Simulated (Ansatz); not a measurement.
Hf:

```
Hf
1.0
     0.00000    2.22000    2.22000
     2.22000    0.00000    2.22000
     2.22000    2.22000    0.00000
Hf
1
Direct
  0.00000 0.00000 0.00000
```

This isn't the form of Hf at room conditions, which is hcp.

```yaml
Program: Ansatz 0.2.0
Task: relaxation of cell and atoms
Functional: PBE0
Potentials_or_basis: Ansatz PAW
Cutoff: "420 eV (not typed: the program's choice for these potentials)"
k_mesh: 5 × 5 × 5
Occupations: fermi-dirac, width 0.05 eV
Spin: no spin polarisation
```

At the start: volume 21.88 Å³/atom.

Where does the relaxation end?

It ends after 4 steps and the volume is 22.71 Å³/atom (+3.8 %); space group Fm-3m (No. 225, to 0.05 Å).

The path:
```tsv
step	energy change (eV)	largest force (eV/Å)	volume (Å³)
1	0.0000	0.0000	21.88
2	-0.0104	0.0000	22.75
3	-0.0105	0.0000	22.71
4	-0.0110	0.0000	22.71
```

Final structure:
```
Hf
1.0
     0.00000    2.24751    2.24751
     2.24751    0.00000    2.24751
     2.24751    2.24751    0.00000
Hf
1
Direct
  0.00000 0.00000 0.00000
```

Caveat: the k mesh is coarse (spacing up to 0.49 Å⁻¹), so the values aren't converged, least of all with exact exchange; the plane-wave basis is chosen anew once the cell has moved, so the energies of steps on either side of that aren't comparable; the PAW data sets come from PBE, with cores solved anew for the run's functional, which leaves a small shift of forces and pressure.
